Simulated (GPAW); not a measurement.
**black arsenene monolayer: work function by functional and basis**

Aim: the work function of both faces of black arsenene monolayer, and its spread over functionals and bases. Where a layer proves gapped, the work function hangs on where the smearing puts the Fermi level, and the band edges take its place.

Calculated with GPAW 26.7.0; GPAW, PAW setups; layer in a repeated cell with vacuum, relaxation of atoms and in-plane cell, in the first sound run; inputs show where later runs differ.

Most raw output is cut from this account.

## 1. The structure

The cell holds 4 atoms: 4 As. Cell: a = 4.750 Å, b = 3.680 Å, c = 20.480 Å, α = 90.0°, β = 90.0°, γ = 90.0°. Vacuum lies along c.

Coordinates:

```cif
data_structure
_symmetry_space_group_name_H-M 'P 1'
_symmetry_Int_Tables_number 1
_cell_length_a 4.7500
_cell_length_b 3.6800
_cell_length_c 20.4800
_cell_angle_alpha 90.000
_cell_angle_beta 90.000
_cell_angle_gamma 90.000
_cell_volume 357.99
loop_
_atom_site_label
_atom_site_type_symbol
_atom_site_fract_x
_atom_site_fract_y
_atom_site_fract_z
_atom_site_occupancy
As1 As 0.09000 0.00000 0.43945 1
As2 As 0.41000 0.50000 0.44434 1
As3 As 0.91000 0.00000 0.56055 1
As4 As 0.59000 0.50000 0.55566 1
```

## 2. Relaxing the atoms

Forces are removed first; all later runs use this geometry.

Contents of run.py:

```python
import json
import numpy as np
from ase import Atoms
from ase.filters import FrechetCellFilter
from ase.optimize import BFGS
from gpaw import GPAW, PW

slab = Atoms(
    ['As', 'As', 'As', 'As'],
    positions=[
        [0.42750, 0.00000, 9.00000],
        [1.94750, 1.84000, 9.10000],
        [4.32250, 0.00000, 11.48000],
        [2.80250, 1.84000, 11.38000]],
    cell=[[4.75, 0.0, 0.0], [0.0, 3.68, 0.0], [0.0, 0.0, 20.48]],
    pbc=[True, True, True])

slab.calc = GPAW(mode=PW(600), xc='PBE', kpts={'size': (6, 8, 1), 'gamma': True},
                 occupations={'name': 'fermi-dirac', 'width': 0.05}, nbands='160%',
                 convergence={'density': 1e-05}, maxiter=200,
                 symmetry={'tolerance': 1e-3}, txt='slab.txt')
result = {}
# The in-plane cell is free; stress needs a cell that repeats along all three vectors
path = []
opt = BFGS(FrechetCellFilter(slab, mask=[1, 1, 0, 0, 0, 1]), maxstep=0.2)
opt.attach(lambda: path.append((slab.get_potential_energy(), slab.positions.tolist(), slab.get_forces().tolist())))
result['relaxed'] = bool(opt.run(fmax=0.02, steps=45))
result['path'] = path
result['cell'] = slab.cell.tolist()
print('in-plane lattice', slab.cell.cellpar().round(4)[[0, 1, 5]])
energy = slab.get_potential_energy()
fermi = slab.calc.get_fermi_level()
v = slab.calc.get_electrostatic_potential().mean((0, 1)) - fermi
n = slab.calc.get_pseudo_density().mean((0, 1))
L = slab.cell[2, 2]
z = np.arange(len(v)) * L / len(v)
low, high = slab.positions[:, 2].min(), slab.positions[:, 2].max()
below, above = np.interp([low - 6.8, high + 6.8], z, v)
slopes = [np.interp(x, z, np.gradient(v, z)) for x in (low - 6.8, high + 6.8)]
eps = np.array([[slab.calc.get_eigenvalues(k, s) for k in range(len(slab.calc.get_ibz_k_points()))]
                for s in range(slab.calc.get_number_of_spins())]) - fermi
top, bottom = eps[eps < 0].max(), eps[eps > 0].min()
dipole = slab.get_dipole_moment()[2]
print(f'energy {energy:.4f} eV, Fermi level {fermi:.4f} eV, dipole {dipole:.5f} e A')
print(f'potential 6.8 A off the faces, from the Fermi level: lower {below:.4f} eV, upper {above:.4f} eV')
print(f'slope of the potential there: lower {slopes[0]:.5f}, upper {slopes[1]:.5f} eV/A')
print(f'nearest levels on the mesh: {top:.4f} and {bottom:.4f} eV')
print('magnetic moment', round(slab.get_magnetic_moment(), 3))
result.update(energy=energy, fermi=fermi, dipole=dipole, below=below, above=above, slopes=slopes, edges=[top, bottom],
              z=z.tolist(), v=v.tolist(), n=n.tolist(), positions=slab.positions.tolist(),
              forces=slab.get_forces(apply_constraint=False).tolist(), moments=slab.get_magnetic_moments().tolist())
json.dump(result, open('result.json', 'w'))
```

The run is started by

```bash
$ OMP_NUM_THREADS=1 OPENBLAS_NUM_THREADS=1 python run.py
```

It took 11 min on 1 thread of Arm Neoverse V2, shared host; peak memory 0.47 GiB.

This step gave:

```
dipole along the normal                    : -9.46e-5 e·Å
levels nearest the Fermi level on the mesh : -0.4474, 0.4065 eV from the Fermi level
```

Table of electrostatic potential energy of an electron (without an applied field's), less the Fermi level, planar mean by z:

```tsv
z (Å)	electrostatic potential energy of an electron (without an applied field's), less the Fermi level, planar mean (eV)
0.0	4.24
0.5	4.24
1.0	4.24
1.5	4.24
2.0	4.24
2.5	4.24
3.0	4.24
3.5	4.24
4.0	4.24
4.5	4.24
5.0	4.24
5.5	4.23
6.0	4.23
6.5	4.20
7.0	4.09
7.5	3.60
8.0	1.53
8.5	-6.28
9.0	-18.5
9.5	-8.93
10.0	-0.0886
10.5	-0.236
11.0	-9.48
11.5	-18.4
12.0	-5.77
12.5	1.68
13.0	3.64
13.5	4.10
14.0	4.20
14.5	4.23
15.0	4.23
15.5	4.24
16.0	4.24
16.5	4.24
17.0	4.24
17.5	4.24
18.0	4.24
18.5	4.24
19.0	4.24
19.5	4.24
20.0	4.24
```

The pseudo valence density, planar mean oscillates, so the rows of the table below give means over windows of 1.02 Å about each position, cut where the curve ends. Its maxima inside the range that stand out by 2 % of the span (Å: e/Å³): 8.5: 0.319, 9.6: 0.305, 10.9: 0.305, 11.9: 0.319. Its minima: 9.0: 0.165, 10.2: 0.171, 11.4: 0.165.

Table of pseudo valence density, planar mean by z; means over each step:

```tsv
z (Å)	pseudo valence density, planar mean (e/Å³)
4.59	9.4e-6
5.61	1.8e-4
6.63	0.00342
7.65	0.0624
8.67	0.245
9.69	0.242
10.71	0.238
11.73	0.247
12.75	0.0767
13.77	0.00437
14.79	2.2e-4
15.81	1.2e-5
```

The relaxation lowered the energy of the cell by 0.373 eV (energies extrapolated to zero smearing; the optimiser's log prints free energies). The largest force left on a free atom is 0.013 eV/Å.

## 3. The slab's potential

With the geometry fixed, the planar mean of the potential gives the vacuum level on each side.

This step: GPAW, PAW setups; slab in vacuum (GPAW 26.7.0).

The cell differs from the one that the last finished run ended in (c 20.480 → 20.404 Å).

run.py, as its differences from that of step 2:

```diff
@@ -3,4 +3,2 @@
 from ase import Atoms
-from ase.filters import FrechetCellFilter
-from ase.optimize import BFGS
 from gpaw import GPAW, PW
@@ -10,22 +8,15 @@
     positions=[
-        [0.42750, 0.00000, 9.00000],
-        [1.94750, 1.84000, 9.10000],
-        [4.32250, 0.00000, 11.48000],
-        [2.80250, 1.84000, 11.38000]],
-    cell=[[4.75, 0.0, 0.0], [0.0, 3.68, 0.0], [0.0, 0.0, 20.48]],
-    pbc=[True, True, True])
+        [0.33613, 0.00000, 9.00000],
+        [2.03879, 1.84350, 9.00001],
+        [4.41530, -0.00000, 11.40368],
+        [2.71263, 1.84350, 11.40368]],
+    cell=[[4.75142, 0.0, 0.0], [0.0, 3.687, 0.0], [0.0, 0.0, 20.4037]],
+    pbc=[True, True, False])
 
-slab.calc = GPAW(mode=PW(600), xc='PBE', kpts={'size': (6, 8, 1), 'gamma': True},
+slab.calc = GPAW(mode=PW(400), xc='PBE', kpts={'size': (6, 8, 1), 'gamma': True},
                  occupations={'name': 'fermi-dirac', 'width': 0.05}, nbands='160%',
                  convergence={'density': 1e-05}, maxiter=200,
+                 poissonsolver={'dipolelayer': 'xy'},
                  symmetry={'tolerance': 1e-3}, txt='slab.txt')
 result = {}
-# The in-plane cell is free; stress needs a cell that repeats along all three vectors
-path = []
-opt = BFGS(FrechetCellFilter(slab, mask=[1, 1, 0, 0, 0, 1]), maxstep=0.2)
-opt.attach(lambda: path.append((slab.get_potential_energy(), slab.positions.tolist(), slab.get_forces().tolist())))
-result['relaxed'] = bool(opt.run(fmax=0.02, steps=45))
-result['path'] = path
-result['cell'] = slab.cell.tolist()
-print('in-plane lattice', slab.cell.cellpar().round(4)[[0, 1, 5]])
 energy = slab.get_potential_energy()
```

Elapsed: 26 s, on 1 thread; peak memory 0.24 GiB.

Numbers from this step:

```yaml
dipole_along_the_normal: -2.94e-4 e·Å
levels_nearest_the_fermi_level_on_the_mesh: -0.4475, 0.4066 eV from the Fermi level
upper_work_function: 4.236 eV
lower_work_function: 4.234 eV
upper_ionisation_energy: 4.684 eV
```

The electrostatic potential energy of an electron (without an applied field's), less the Fermi level, planar mean by z:

```tsv
z (Å)	electrostatic potential energy of an electron (without an applied field's), less the Fermi level, planar mean (eV)
0.0	4.24
0.5	4.23
1.0	4.23
1.5	4.23
2.0	4.23
2.5	4.23
3.0	4.23
3.5	4.23
4.0	4.23
4.5	4.23
5.0	4.23
5.5	4.23
6.0	4.23
6.5	4.20
7.0	4.07
7.5	3.52
8.0	1.21
8.5	-7.26
9.0	-18.6
9.5	-7.91
10.0	0.182
10.5	-0.608
11.0	-10.6
11.5	-17.9
12.0	-4.84
12.5	1.94
13.0	3.70
13.5	4.11
14.0	4.21
14.5	4.23
15.0	4.23
15.5	4.24
16.0	4.24
16.5	4.24
17.0	4.24
17.5	4.24
18.0	4.24
18.5	4.24
19.0	4.24
19.5	4.24
20.0	4.24
```

The pseudo valence density, planar mean oscillates, so the rows of the table below give means over windows of 0.85 Å about each position, cut where the curve ends. Its maxima inside the range that stand out by 2 % of the span (Å: e/Å³): 8.50: 0.320, 9.35: 0.297, 11.05: 0.297, 11.90: 0.320. Its minima: 8.93: 0.178, 10.20: 0.171, 11.48: 0.178.

The pseudo valence density, planar mean by z; means over each step:

```tsv
z (Å)	pseudo valence density, planar mean (e/Å³)
4.67	1.2e-5
5.52	1.4e-4
6.37	0.00163
7.22	0.0195
8.07	0.169
8.92	0.243
9.77	0.238
10.62	0.237
11.47	0.243
12.32	0.170
13.17	0.0198
14.02	0.00165
14.87	1.4e-4
15.72	1.2e-5
```

The layer is gapped, so the Fermi level lies somewhere inside the gap, set by smearing and numerics, and these work functions are no property of the material; the band edges below the vacuum level are. The potential is flat to 2.4e-5 eV/Å where it is read, so the vacuum is wide enough.

## 4. Self-consistent run: xc = "RPBE"

The same geometry under RPBE, to see how far the functional moves the levels against the vacuum.

run.py, as its differences from that of step 3:

```diff
@@ -15,3 +15,3 @@
 
-slab.calc = GPAW(mode=PW(400), xc='PBE', kpts={'size': (6, 8, 1), 'gamma': True},
+slab.calc = GPAW(mode=PW(400), xc='RPBE', kpts={'size': (6, 8, 1), 'gamma': True},
                  occupations={'name': 'fermi-dirac', 'width': 0.05}, nbands='160%',
```

Elapsed: 26 s, on 1 thread; peak memory 0.24 GiB.

Numbers from this step:

```yaml
dipole_along_the_normal: -2.92e-4 e·Å
levels_nearest_the_fermi_level_on_the_mesh: -0.4600, 0.4197 eV from the Fermi level
upper_work_function: 4.135 eV
lower_work_function: 4.133 eV
upper_ionisation_energy: 4.595 eV
```

Table of electrostatic potential energy of an electron (without an applied field's), less the Fermi level, planar mean by z:

```tsv
z (Å)	electrostatic potential energy of an electron (without an applied field's), less the Fermi level, planar mean (eV)
0.0	4.13
0.5	4.13
1.0	4.13
1.5	4.13
2.0	4.13
2.5	4.13
3.0	4.13
3.5	4.13
4.0	4.13
4.5	4.13
5.0	4.13
5.5	4.13
6.0	4.12
6.5	4.09
7.0	3.96
7.5	3.42
8.0	1.11
8.5	-7.37
9.0	-18.7
9.5	-8.03
10.0	0.0800
10.5	-0.712
11.0	-10.7
11.5	-18.1
12.0	-4.94
12.5	1.84
13.0	3.59
13.5	4.01
14.0	4.10
14.5	4.13
15.0	4.13
15.5	4.13
16.0	4.13
16.5	4.13
17.0	4.13
17.5	4.13
18.0	4.13
18.5	4.13
19.0	4.13
19.5	4.13
20.0	4.13
```

Table of pseudo valence density, planar mean by z:

```tsv
z (Å)	pseudo valence density, planar mean (e/Å³)
0.00	1.2e-6
0.64	-1.2e-6
1.06	-1.2e-6
1.70	1.2e-6
2.13	1.2e-6
2.76	-1.0e-6
3.19	-8.9e-7
3.83	1.9e-6
4.46	4.7e-6
4.89	1.8e-5
5.53	1.1e-4
5.95	3.8e-4
6.59	0.00233
7.01	0.00790
7.65	0.0508
8.29	0.246
8.71	0.286
9.35	0.297
9.78	0.234
10.41	0.187
10.84	0.295
11.48	0.178
11.90	0.320
12.54	0.0912
13.18	0.0147
13.60	0.00427
14.24	7.0e-4
14.67	2.1e-4
15.30	3.4e-5
15.73	1.1e-5
16.37	7.7e-7
17.00	1.3e-6
17.43	1.2e-6
18.07	-1.1e-6
18.49	-1.2e-6
19.13	1.2e-6
19.55	1.2e-6
20.19	-1.2e-6
```

Force by atom:

```tsv
atom	x (eV/Å)	y (eV/Å)	z (eV/Å)	size
As1	-0.0249	0.0000	-0.0849	0.0885
As2	0.0276	0.0000	-0.0854	0.0898
As3	0.0249	0.0000	0.0849	0.0885
As4	-0.0276	0.0000	0.0854	0.0898
```

The highest filled level lies 0.460 eV under the Fermi level, so the ionisation energy from the upper face is 4.135 + 0.460 = 4.595 eV, against 4.684 eV in the base run.

## 5. OptPBE vdW: xc = "optPBE-vdW"

The same geometry under optPBE-vdW, to see how far the functional moves the levels against the vacuum (the van der Waals functionals take revPBE setups).

run.py, as its differences from that of step 4:

```diff
@@ -15,3 +15,3 @@
 
-slab.calc = GPAW(mode=PW(400), xc='RPBE', kpts={'size': (6, 8, 1), 'gamma': True},
+slab.calc = GPAW(mode=PW(400), xc='optPBE-vdW', kpts={'size': (6, 8, 1), 'gamma': True},
                  occupations={'name': 'fermi-dirac', 'width': 0.05}, nbands='160%',
```

The job ended after 34 s (1 thread; peak memory 0.45 GiB).

This step gave:

* dipole along the normal: -2.93e-4 e·Å
* levels nearest the Fermi level on the mesh: -0.4280, 0.3830 eV from the Fermi level
* upper work function: 4.457 eV
* lower work function: 4.454 eV
* upper ionisation energy: 4.885 eV

The highest filled level lies 0.428 eV under the Fermi level, so the ionisation energy from the upper face is 4.457 + 0.428 = 4.885 eV, against 4.684 eV in the base run.

## 6. Self-consistent run: xc = "LDA"

The same geometry under LDA, to see how far the functional moves the levels against the vacuum.

run.py, as its differences from that of step 5:

```diff
@@ -15,3 +15,3 @@
 
-slab.calc = GPAW(mode=PW(400), xc='optPBE-vdW', kpts={'size': (6, 8, 1), 'gamma': True},
+slab.calc = GPAW(mode=PW(400), xc='LDA', kpts={'size': (6, 8, 1), 'gamma': True},
                  occupations={'name': 'fermi-dirac', 'width': 0.05}, nbands='160%',
```

It took 25 s on 1 thread; peak memory 0.23 GiB.

Numbers from this step:

```yaml
dipole_along_the_normal: -2.97e-4 e·Å
levels_nearest_the_fermi_level_on_the_mesh: -0.4247, 0.3825 eV from the Fermi level
upper_work_function: 4.506 eV
lower_work_function: 4.504 eV
upper_ionisation_energy: 4.931 eV
```

Table of electrostatic potential energy of an electron (without an applied field's), less the Fermi level, planar mean by z:

```tsv
z (Å)	electrostatic potential energy of an electron (without an applied field's), less the Fermi level, planar mean (eV)
0.0	4.50
0.5	4.50
1.0	4.50
1.5	4.50
2.0	4.50
2.5	4.50
3.0	4.50
3.5	4.50
4.0	4.50
4.5	4.50
5.0	4.50
5.5	4.50
6.0	4.50
6.5	4.47
7.0	4.34
7.5	3.79
8.0	1.48
8.5	-6.96
9.0	-18.3
9.5	-7.57
10.0	0.487
10.5	-0.296
11.0	-10.2
11.5	-17.6
12.0	-4.54
12.5	2.20
13.0	3.97
13.5	4.38
14.0	4.48
14.5	4.50
15.0	4.50
15.5	4.51
16.0	4.51
16.5	4.51
17.0	4.51
17.5	4.51
18.0	4.51
18.5	4.51
19.0	4.51
19.5	4.51
20.0	4.51
```

The highest filled level lies 0.425 eV under the Fermi level, so the ionisation energy from the upper face is 4.506 + 0.425 = 4.931 eV, against 4.684 eV in the base run.

## 7. Self-consistent run: xc = "revPBE"

The same geometry under revPBE, to see how far the functional moves the levels against the vacuum.

run.py, as its differences from that of step 6:

```diff
@@ -15,3 +15,3 @@
 
-slab.calc = GPAW(mode=PW(400), xc='LDA', kpts={'size': (6, 8, 1), 'gamma': True},
+slab.calc = GPAW(mode=PW(400), xc='revPBE', kpts={'size': (6, 8, 1), 'gamma': True},
                  occupations={'name': 'fermi-dirac', 'width': 0.05}, nbands='160%',
```

Elapsed: 26 s, on 1 thread; peak memory 0.24 GiB.

This step gave:

* dipole along the normal: -2.93e-4 e·Å
* levels nearest the Fermi level on the mesh: -0.4629, 0.4233 eV from the Fermi level
* upper work function: 4.132 eV
* lower work function: 4.130 eV
* upper ionisation energy: 4.595 eV

The electrostatic potential energy of an electron (without an applied field's), less the Fermi level, planar mean by z:

```tsv
z (Å)	electrostatic potential energy of an electron (without an applied field's), less the Fermi level, planar mean (eV)
0.0	4.13
0.5	4.13
1.0	4.13
1.5	4.13
2.0	4.13
2.5	4.13
3.0	4.13
3.5	4.13
4.0	4.13
4.5	4.13
5.0	4.13
5.5	4.13
6.0	4.12
6.5	4.09
7.0	3.97
7.5	3.43
8.0	1.13
8.5	-7.34
9.0	-18.7
9.5	-8.00
10.0	0.103
10.5	-0.689
11.0	-10.7
11.5	-18.0
12.0	-4.92
12.5	1.85
13.0	3.60
13.5	4.01
14.0	4.10
14.5	4.12
15.0	4.13
15.5	4.13
16.0	4.13
16.5	4.13
17.0	4.13
17.5	4.13
18.0	4.13
18.5	4.13
19.0	4.13
19.5	4.13
20.0	4.13
```

The highest filled level lies 0.463 eV under the Fermi level, so the ionisation energy from the upper face is 4.132 + 0.463 = 4.595 eV, against 4.684 eV in the base run.

## 8. Self-consistent run: xc = "vdW-DF2"

The same geometry under vdW-DF2, to see how far the functional moves the levels against the vacuum (the van der Waals functionals take revPBE setups).

run.py, as its differences from that of step 7:

```diff
@@ -15,3 +15,3 @@
 
-slab.calc = GPAW(mode=PW(400), xc='revPBE', kpts={'size': (6, 8, 1), 'gamma': True},
+slab.calc = GPAW(mode=PW(400), xc='vdW-DF2', kpts={'size': (6, 8, 1), 'gamma': True},
                  occupations={'name': 'fermi-dirac', 'width': 0.05}, nbands='160%',
```

It took 62 s on 1 thread; peak memory 0.45 GiB.

This step gave:

- levels nearest the Fermi level on the mesh: -0.2632, 0.2134 eV from the Fermi level
- upper work function: 4.768 eV
- lower work function: 4.766 eV
- upper ionisation energy: 5.032 eV

Electrostatic potential energy of an electron (without an applied field's), less the Fermi level, planar mean against z:

z (Å), electrostatic potential energy of an electron (without an applied field's), less the Fermi level, planar mean (eV) and a bar from the least value:
```
      0.0        4.8 ##############################
      0.5        4.8 ##############################
      1.0        4.8 ##############################
      1.5        4.8 ##############################
      2.0        4.8 ##############################
      2.5        4.8 ##############################
      3.0        4.8 ##############################
      3.5        4.8 ##############################
      4.0        4.8 ##############################
      4.5        4.8 ##############################
      5.0        4.8 ##############################
      5.5        4.8 ##############################
      6.0        4.7 ##############################
      6.5        4.7 ##############################
      7.0        4.5 ##############################
      7.5        3.9 #############################
      8.0        1.5 ##########################
      8.5       -7.0 ###############
      9.0      -18.4 
      9.5       -7.8 ##############
     10.0        0.2 ########################
     10.5       -0.6 #######################
     11.0      -10.4 ##########
     11.5      -17.7 #
     12.0       -4.6 ##################
     12.5        2.3 ###########################
     13.0        4.1 #############################
     13.5        4.6 ##############################
     14.0        4.7 ##############################
     14.5        4.7 ##############################
     15.0        4.8 ##############################
     15.5        4.8 ##############################
     16.0        4.8 ##############################
     16.5        4.8 ##############################
     17.0        4.8 ##############################
     17.5        4.8 ##############################
     18.0        4.8 ##############################
     18.5        4.8 ##############################
     19.0        4.8 ##############################
     19.5        4.8 ##############################
     20.0        4.8 ##############################
```

The highest filled level lies 0.263 eV under the Fermi level, so the ionisation energy from the upper face is 4.768 + 0.263 = 5.032 eV, against 4.684 eV in the base run.

## 9. Real-space grid: mode = "fd"

A real-space grid is a second complete basis, so it checks the plane-wave result.

run.py, as its differences from that of step 8:

```diff
@@ -3,3 +3,3 @@
 from ase import Atoms
-from gpaw import GPAW, PW
+from gpaw import GPAW
 
@@ -15,3 +15,3 @@
 
-slab.calc = GPAW(mode=PW(400), xc='vdW-DF2', kpts={'size': (6, 8, 1), 'gamma': True},
+slab.calc = GPAW(mode='fd', h=0.18, xc='PBE', kpts={'size': (6, 8, 1), 'gamma': True},
                  occupations={'name': 'fermi-dirac', 'width': 0.05}, nbands='160%',
```

It took 1.7 min on 1 thread; peak memory 0.67 GiB.

This step gave:

```yaml
dipole_along_the_normal: -1.99e-4 e·Å
levels_nearest_the_fermi_level_on_the_mesh: -0.4473, 0.4064 eV from the Fermi level
upper_work_function: 4.237 eV
lower_work_function: 4.235 eV
upper_ionisation_energy: 4.684 eV
```

The highest filled level lies 0.447 eV under the Fermi level, so the ionisation energy from the upper face is 4.237 + 0.447 = 4.684 eV, against 4.684 eV in the base run.

[end of part 1 of 2]

[Logs are printed without paths, hosts, clocks, repeated set-up lines and the standing remarks that a program may print on its own settings, such as how far it seeks lower states.]

[Hosts, paths, dates, database ids (printed as entryN), source tags and the programs' standing remarks are cut or masked in the printed files.]
